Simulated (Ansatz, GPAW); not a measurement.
This is a calculation of BP for GPAW 26.7.0 (ASE script). 

run.py

```python
from ase.dft.bandgap import bandgap
from ase.io import read, write
from ase.units import Bohr, GPa
from gpaw import GPAW, PW
from gpaw.elf import elf_from_dft_calculation

atoms = read('POSCAR')

calc = GPAW(mode=PW(800),
            xc='PBE',
            kpts={'size': (10, 10, 10), 'gamma': True},
            occupations={'name': 'methfessel-paxton', 'order': 0, 'width': 0.028999999999999998},
            nbands=11,
            convergence={'density': 1e-05, 'energy': 1e-05},
            maxiter=150,
            txt='gpaw.txt')
atoms.calc = calc
energy = atoms.get_potential_energy()
forces = atoms.get_forces()
stress = atoms.get_stress()
calc.write('gs.gpw')
write('result.traj', atoms)
print(f'Energy: {energy:.6f} eV')
print('Forces (eV/A):')
print(forces.round(4))
print('Stress (GPa):', (stress / GPa).round(3))
print('Fermi level:', round(calc.get_fermi_level(), 4), 'eV')
print(f'Gap: {bandgap(calc)[0]:.4f} eV, direct: {bandgap(calc, direct=True)[0]:.4f} eV')

# fields on the real-space grid
write('density.cube', atoms, data=calc.get_pseudo_density() * Bohr**3)
write('potential.cube', atoms, data=calc.get_electrostatic_potential())
write('elf.cube', atoms, data=elf_from_dft_calculation(calc).data)
```

Contents of POSCAR:

```
BP
1.0
    0.0000000000      2.2690000000      2.2690000000
    2.2690000000      0.0000000000      2.2690000000
    2.2690000000      2.2690000000      0.0000000000
P B
1 1
Direct
    0.7500000000      0.7500000000      0.7500000000
    0.0000000000      0.0000000000      0.0000000000
```

Potentials or basis: GPAW PAW data sets (gpaw-data 1.2.1), pw.

Run with:

```bash
$ OMP_NUM_THREADS=1 python run.py
```

Question: Set up the same calculation for Ansatz 0.2.0. Potentials or basis there: all-electron LAPW, scalar-relativistic.

Answer: As run (cutoffs and basis follow the program's own potentials, and thresholds, step limits or extra output files can differ):

Contents of input.yaml:

```yaml
crystal:
  lattice:
    - [0.0, 2.269, 2.269]
    - [2.269, 0.0, 2.269]
    - [2.269, 2.269, 0.0]
  atoms:
    - { symbol: P, position: [0.75, 0.75, 0.75] }
    - { symbol: B, position: [0.0, 0.0, 0.0] }
kpoints:
  mp_grid: { grid: [10, 10, 10] }
scf:
  occupations: { method: gaussian, width: 0.029 }
hamiltonian:
  xc: pbe
  pseudopotentials: { kind: all_electron, lapw: { basis_error: 0.001 } }
output:
  forces: true
  stress: true
  eigenvalues: true
```

Potentials or basis: all-electron LAPW, scalar-relativistic.

Command:

```sh
$ ansatz run input.yaml --threads 1 --pin off --max-ram 3072MiB --backend cpu --events-out ev --progress --plain --runs-dir out
```

Both were run:

|  | GPAW | Ansatz |
| --- | --- | --- |
| Pressure | 1.4 GPa | 1.1 GPa |

Where Ansatz's input types no cutoff or centring, it takes its own default and a Γ-centred mesh.

Pressure is positive in compression.
